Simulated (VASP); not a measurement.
# C (Fd-3m) in VASP: a series of runs

The runs below take C through band structure, Born charges and dielectric tensor, with PBE.

Program: VASP 6.6.1. These are calculated values, not measurements. Logs are shortened: lines on timing, memory, paths and dates and some standing lists are left out, and cuts for length are marked.

## 1. The structure

It takes space group Fd-3m (No. 227, cubic). Conventional cell: a = 3.573 Å, b = 3.573 Å, c = 3.573 Å, α = 90.00°, β = 90.00°, γ = 90.00°. C (site symmetry -43m) has 4 C at 1.55 Å as nearest neighbours.

This isn't the form of C at room conditions, which is graphite.

## 2. Band structure, PBE

INCAR

```
SYSTEM = C
  PREC = Accurate
  ENCUT = 520
  EDIFF = 1E-7
  ISMEAR = 0
  SIGMA = 0.02
  LREAL = .False.
  LASPH = .True.
  NELM = 80
  ALGO = Fast
  ISIF = 2
  LWAVE = .False.
  LCHARG = .False.
  GGA = PE
```

KPOINTS

```
Automatic mesh
0
Gamma
  14 14 14
  0 0 0
```

POSCAR

```
C                                       
1.0
    0.0000000000      1.7867104381      1.7867104381
    1.7867104381      0.0000000000      1.7867104381
    1.7867104381      1.7867104381      0.0000000000
  C             
     2
Direct
     0.0000000000000000    0.0000000000000000    0.0000000000000000
     0.2500000000000000    0.2500000000000000    0.2500000000000000
```

KPOINTS_OPT

```
path GXWKGLUWLK,UX
10
line-mode
reciprocal
 0.0000000000  0.0000000000  0.0000000000  G
 0.5000000000  0.0000000000  0.5000000000  X

 0.5000000000  0.0000000000  0.5000000000  X
 0.5000000000  0.2500000000  0.7500000000  W

 0.5000000000  0.2500000000  0.7500000000  W
 0.3750000000  0.3750000000  0.7500000000  K

 0.3750000000  0.3750000000  0.7500000000  K
 0.0000000000  0.0000000000  0.0000000000  G

 0.0000000000  0.0000000000  0.0000000000  G
 0.5000000000  0.5000000000  0.5000000000  L

 0.5000000000  0.5000000000  0.5000000000  L
 0.6250000000  0.2500000000  0.6250000000  U

 0.6250000000  0.2500000000  0.6250000000  U
 0.5000000000  0.2500000000  0.7500000000  W

 0.5000000000  0.2500000000  0.7500000000  W
 0.5000000000  0.5000000000  0.5000000000  L

 0.5000000000  0.5000000000  0.5000000000  L
 0.3750000000  0.3750000000  0.7500000000  K

 0.6250000000  0.2500000000  0.6250000000  U
 0.5000000000  0.0000000000  0.5000000000  X
```

Potentials or basis: VASP PAW PBE potentials, release 64 (C).

Launch:

```console
$ cat potpaw_PBE.64/C/POTCAR > POTCAR
$ mpirun -np 1 vasp_std > vasp.out
```

OUTCAR:

```text
SYSTEM = C
   PREC = Accurate
   ENCUT = 520
   EDIFF = 1E-7
   ISMEAR = 0
   LREAL = .False.
   LASPH = .True.
   NELM = 80
   ISIF = 2
   GGA = PE

 ion  position               nearest neighbor table
   1  0.000  0.000  0.000-   2 1.55   2 1.55   2 1.55   2 1.55
   2  0.250  0.250  0.250-   1 1.55   1 1.55   1 1.55   1 1.55

  LATTYP: Found a face centered cubic cell.
 ALAT       =     3.5734208762

  Lattice vectors:

 A1 = (   0.0000000000,   1.7867104381,   1.7867104381)
 A2 = (   1.7867104381,   0.0000000000,   1.7867104381)
 A3 = (   1.7867104381,   1.7867104381,   0.0000000000)

Analysis of symmetry for initial positions (statically):
=====================================================================
 Subroutine PRICEL returns:
 Original cell was already a primitive cell.

 Routine SETGRP: Setting up the symmetry group for a
 face centered cubic supercell.

 Subroutine GETGRP returns: Found 48 space group operations
 (whereof 24 operations were pure point group operations)
 out of a pool of 48 trial point group operations.

The static configuration has the point symmetry T_d .
 The point group associated with its full space group is O_h .

Analysis of symmetry for dynamics (positions and initial velocities):
=====================================================================
 Subroutine PRICEL returns:
 Original cell was already a primitive cell.

 Routine SETGRP: Setting up the symmetry group for a
 face centered cubic supercell.

 Subroutine GETGRP returns: Found 48 space group operations
 (whereof 24 operations were pure point group operations)
 out of a pool of 48 trial point group operations.

The dynamic configuration has the point symmetry T_d .
 The point group associated with its full space group is O_h .

 Subroutine INISYM returns: Found 48 space group operations
 (whereof 24 operations are pure point group operations),
 and found     1 'primitive' translations

----------------------------------------------------------------------------------------

                                     Primitive cell

  volume of cell :      11.4076

  direct lattice vectors                    reciprocal lattice vectors
     0.000000000  1.786710438  1.786710438    -0.279843890  0.279843890  0.279843890
     1.786710438  0.000000000  1.786710438     0.279843890 -0.279843890  0.279843890
     1.786710438  1.786710438  0.000000000     0.279843890  0.279843890 -0.279843890

  length of vectors
     2.526790134  2.526790134  2.526790134     0.484703836  0.484703836  0.484703836

  position of ions in fractional coordinates (direct lattice)
     0.000000000  0.000000000  0.000000000
     0.250000000  0.250000000  0.250000000

  ion indices of the primitive-cell ions
   primitive index   ion index
                 1           1
                 2           2

----------------------------------------------------------------------------------------

 KPOINTS: Automatic mesh

Automatic generation of k-mesh.
 Grid dimensions read from file:
 generate k-points for:   14   14   14

 Generating k-lattice:

  Cartesian coordinates                     Fractional coordinates (reciprocal lattice)
    -0.019988849  0.019988849  0.019988849     0.071428571  0.000000000  0.000000000
     0.019988849 -0.019988849  0.019988849     0.000000000  0.071428571  0.000000000
     0.019988849  0.019988849 -0.019988849     0.000000000  0.000000000  0.071428571

  Length of vectors
     0.034621703  0.034621703  0.034621703

  Shift w.r.t. Gamma in fractional coordinates (k-lattice)
     0.000000000  0.000000000  0.000000000

 Subroutine IBZKPT returns following result:
 ===========================================

 Found    104 irreducible k-points:

 Following reciprocal coordinates:
            Coordinates               Weight
  0.000000  0.000000  0.000000      1.000000
  0.071429  0.000000  0.000000      8.000000
  0.142857  0.000000  0.000000      8.000000
  0.214286  0.000000  0.000000      8.000000
  0.285714  0.000000  0.000000      8.000000
  0.357143  0.000000  0.000000      8.000000
[... 16 lines left out ...]
  0.214286  0.142857  0.000000     24.000000
  0.285714  0.142857  0.000000     24.000000
 [... further k-points ...]
   k-points           NKPTS =    104   k-points in BZ     NKDIM =    104   number of bands    NBANDS=      8
   number of dos      NEDOS =    301   number of ions     NIONS =      2
   total plane-waves  NPLWV =   8000
   dimension x,y,z NGX =    20 NGY =   20 NGZ =   20
   dimension x,y,z NGXF=    40 NGYF=   40 NGZF=   40
   ions per type =               2
   NGX,Y,Z   is equivalent  to a cutoff of  13.16, 13.16, 13.16 a.u.
   NGXF,Y,Z  is equivalent  to a cutoff of  26.32, 26.32, 26.32 a.u.
 SYSTEM =  C
   PREC   = accura    normal or accurate (medium, high low for compatibility)
   ISTART =      0    job   : 0-new  1-cont  2-samecut
   ICHARG =      2    charge: 1-file 2-atom 10-const
   ISPIN  =      1    spin polarized calculation?
   LNONCOLLINEAR =      F non collinear calculations
   LSORBIT =      F    spin-orbit coupling
   LASPH  =      T    aspherical Exc in radial PAW
   ENCUT  =  520.0 eV  38.22 Ry    6.18 a.u.   4.70  4.70  4.70*2*pi/ulx,y,z
   NELM   =     80;   NELMIN=  2; NELMDL= -5     # of ELM steps
   EDIFF  = 0.1E-06   stopping-criterion for ELM
   LREAL  =      F    real-space projection
   EDIFFG = 0.1E-05   stopping-criterion for IOM
   NSW    =      0    number of steps for IOM
   IBRION =     -1    ionic relax: 0-MD 1-quasi-New 2-CG
   NFREE  =      0    steps in history (QN), initial steepest desc. (CG)
   ISIF   =      2    stress and relaxation
   ISYM   =      2    0-nonsym 1-usesym 2-fastsym
   POTIM  = 0.5000    time-step for ionic-motion
   TEBEG  =    0.0;   TEEND  =   0.0 temperature during run
   PSTRESS=    0.0 pullay stress
   NELECT =       8.0000    total number of electrons
   NUPDOWN=      -1.0000    fix difference up-down
   EMIN   =  10.00;   EMAX   =-10.00  energy-range for DOS
   EFERMI =   0.00;   METHOD = LEGACY
   ISMEAR =     0;   SIGMA  =   0.02  broadening in eV -4-tet -1-fermi 0-gaus
   EFERMI_NEDOS =   21; number of points for ismear=-14 and -15
   IALGO  =     68    algorithm
   IMIX   =      4    mixing-type and parameters
     AMIX     =   0.40;   BMIX     =  1.00
     AMIX_MAG =   1.60;   BMIX_MAG =  1.00
  volume/ion in A,a.u.               =       5.70        38.49
  Fermi-wavevector in a.u.,A,eV,Ry     =   1.454479  2.748566 28.783232  2.115508
  Thomas-Fermi vector in A             =   2.571625
   LORBIT       =      0    0 simple, 1 ext, 2 COOP (PROOUT), +10 PAW based schemes
   GGA     = PE    functional components
   LHFCALC =     F    Hartree Fock is set to
   AEXX    =    0.0000 exact exchange contribution
   IVDW    =     0    specifies the selected vdW correction
   LEPSILON=     F    determine dielectric tensor
   LRPA    =     F    only Hartree local field effects (RPA)
 non-spin polarized calculation
 RMM-DIIS sequential band-by-band and
 Gauss-broadening in eV      SIGMA  =   0.02
  energy-cutoff  :      520.00
  volume of cell :       11.41
 maximum number of plane-waves:       331
   NGX =  9   NGY =  9   NGZ =  9

 number of electron       7.9999999 magnetization

 Free energy of the ion-electron system (eV)
  ---------------------------------------------------
  ext. energy  EPLUGINS =         0.00000000
  ---------------------------------------------------
  free energy    TOTEN  =       -18.18583707 eV

  energy without entropy =      -18.18583707  energy(sigma->0) =      -18.18583707

 E-fermi :   9.8348     XC(G=0): -13.2227

 val. band max:        9.6488759426   @ k =   0.0000   0.0000   0.0000
 cond. band min:      13.7659087484   @ k =   0.3571   0.3571   0.0000
 fundamental gap:      4.1170328057
 Fermi energy:         9.8348409116

 k-point     1 :       0.0000    0.0000    0.0000
  band No.  band energies     occupation
      1     -11.7530      2.00000
      2       9.6489      2.00000
      3       9.6489      2.00000
      4       9.6489      2.00000
      5      15.2234      0.00000
      6      15.2234      0.00000
      7      15.2234      0.00000
      8      22.8525      0.00000

 k-point     2 :       0.0714    0.0000    0.0000
  band No.  band energies     occupation
      1     -11.6122      2.00000
      2       8.7197      2.00000
      3       9.4075      2.00000
      4       9.4075      2.00000
      5      15.5396      0.00000
      6      15.5396      0.00000
      7      15.7749      0.00000
      8      22.9772      0.00000

 k-point     3 :       0.1429    0.0000    0.0000
  band No.  band energies     occupation
      1     -11.1909      2.00000
      2       6.6844      2.00000
      3       8.8449      2.00000
      4       8.8449      2.00000
      5      16.2814      0.00000
      6      16.2814      0.00000
      7      16.7251      0.00000
      8      23.3420      0.00000

 k-point     4 :       0.2143    0.0000    0.0000
  band No.  band energies     occupation
      1     -10.4937      2.00000
      2       4.3022      2.00000
      3       8.2094      2.00000
      4       8.2094      2.00000
      5      17.0808      0.00000
      6      17.0808      0.00000
      7      17.4737      0.00000
      8      23.8904      0.00000

 k-point     5 :       0.2857    0.0000    0.0000
  band No.  band energies     occupation
      1      -9.5297      2.00000
      2       1.8786      2.00000
      3       7.6449      2.00000
      4       7.6449      2.00000
      5      17.6704      0.00000
      6      17.6704      0.00000
      7      17.9507      0.00000
      8      24.4890      0.00000
[... 177 lines left out ...]
 k-point    22 :       0.1429    0.1429    0.0000
  band No.  band energies     occupation
      1     -11.0039      2.00000
      2       7.5724      2.00000
      3       7.5724      2.00000
      4       7.9547      2.00000
      5      14.7091      0.00000
      6      17.9346      0.00000
      7      17.9346      0.00000
      8      22.6760      0.00000

 k-point    23 :       0.2143    0.1429    0.0000
  band No.  band energies     occupation
      1     -10.4925      2.00000
      2       5.8543      2.00000
      3       6.8901      2.00000
      4       7.6235      2.00000
      5      14.8753      0.00000
      6      18.8914      0.00000
      7      18.9284      0.00000
      8      22.2107      0.00000

 k-point    24 :       0.2857    0.1429    0.0000
  band No.  band energies     occupation
      1      -9.7091      2.00000
      2       3.6532      2.00000
      3       6.3505      2.00000
      4       7.0623      2.00000
      5      15.5451      0.00000
      6      19.5693      0.00000
      7      19.6807      0.00000
      8      21.9822      0.00000

 [... further k-points ...]

------------------------ aborting loop because EDIFF is reached ----------------------------------------

  FORCE on cell =-STRESS in cart. coord.  units (eV):
  Direction    XX          YY          ZZ          XY          YZ          ZX
  --------------------------------------------------------------------------------------
  -------------------------------------------------------------------------------------
  Total       -0.0005414     -0.0005414     -0.0005414      0.0000000      0.0000000      0.0000000
  in kB       -0.0760365     -0.0760365     -0.0760365      0.0000000      0.0000000      0.0000000
  external PRESSURE =      -0.0760365 kB  Pullay stress =       0.0000000 kB

 VOLUME and BASIS-vectors are now :
 -----------------------------------------------------------------------------
  energy-cutoff  :      520.00
  volume of cell :       11.41
      direct lattice vectors                 reciprocal lattice vectors
     0.000000000  1.786710438  1.786710438    -0.279843890  0.279843890  0.279843890
     1.786710438  0.000000000  1.786710438     0.279843890 -0.279843890  0.279843890
     1.786710438  1.786710438  0.000000000     0.279843890  0.279843890 -0.279843890

 POSITION                                       TOTAL-FORCE (eV/Angst)
 -----------------------------------------------------------------------------------
      0.00000      0.00000      0.00000        -0.000000     -0.000000     -0.000000
      0.89336      0.89336      0.89336         0.000000      0.000000      0.000000
 -----------------------------------------------------------------------------------
    total drift:                                0.000000      0.000000      0.000000

  FREE ENERGIE OF THE ION-ELECTRON SYSTEM (eV)
  ---------------------------------------------------
  free  energy   TOTEN  =       -18.1858370734 eV

  energy  without entropy=      -18.1858370734  energy(sigma->0) =      -18.18583707
```

It took 14 s on 1 thread of AMD EPYC 7R13 (Zen 3), shared host; peak memory 0.1 GiB.

What came out:

```yaml
Free_energy: -18.1858 eV
Pressure: 0.0 GPa
Band_gap_on_the_k_mesh: 4.12 eV, indirect (least direct gap 5.57 eV)
Band_gap_along_the_path: 4.14 eV, indirect (least direct gap 5.57 eV)
```

Levels at the corners of the path, in eV from the valence-band top:
```tsv
point	band 1	band 2	band 3	band 4	band 5	band 6	band 7	band 8
Γ	-21.40	0.00	0.00	0.00	5.57	5.57	5.57	13.20
X	-12.72	-12.72	-6.26	-6.26	4.75	4.75	16.72	16.72
X	-12.72	-12.72	-6.26	-6.26	4.75	4.75	16.72	16.72
W	-11.94	-11.94	-8.27	-8.27	10.60	10.60	12.25	12.25
W	-11.94	-11.94	-8.27	-8.27	10.60	10.60	12.25	12.25
K	-12.94	-11.69	-9.26	-5.33	5.66	10.70	14.30	15.54
K	-12.94	-11.69	-9.26	-5.33	5.66	10.70	14.30	15.54
Γ	-21.40	0.00	0.00	0.00	5.57	5.57	5.57	13.20
Γ	-21.40	0.00	0.00	0.00	5.57	5.57	5.57	13.20
L	-15.66	-13.31	-2.79	-2.79	8.44	8.44	8.77	15.65
L	-15.66	-13.31	-2.79	-2.79	8.44	8.44	8.77	15.65
U	-12.94	-11.69	-9.26	-5.33	5.66	10.70	14.30	15.54
U	-12.94	-11.69	-9.26	-5.33	5.66	10.70	14.30	15.54
W	-11.94	-11.94	-8.27	-8.27	10.60	10.60	12.25	12.25
W	-11.94	-11.94	-8.27	-8.27	10.60	10.60	12.25	12.25
L	-15.66	-13.31	-2.79	-2.79	8.44	8.44	8.77	15.65
L	-15.66	-13.31	-2.79	-2.79	8.44	8.44	8.77	15.65
K	-12.94	-11.69	-9.26	-5.33	5.66	10.70	14.30	15.54
U	-12.94	-11.69	-9.26	-5.33	5.66	10.70	14.30	15.54
X	-12.72	-12.72	-6.26	-6.26	4.75	4.75	16.72	16.72
```

PBE gaps usually lie below the measured ones, often by a third to a half.

[end of part 1 of 2]
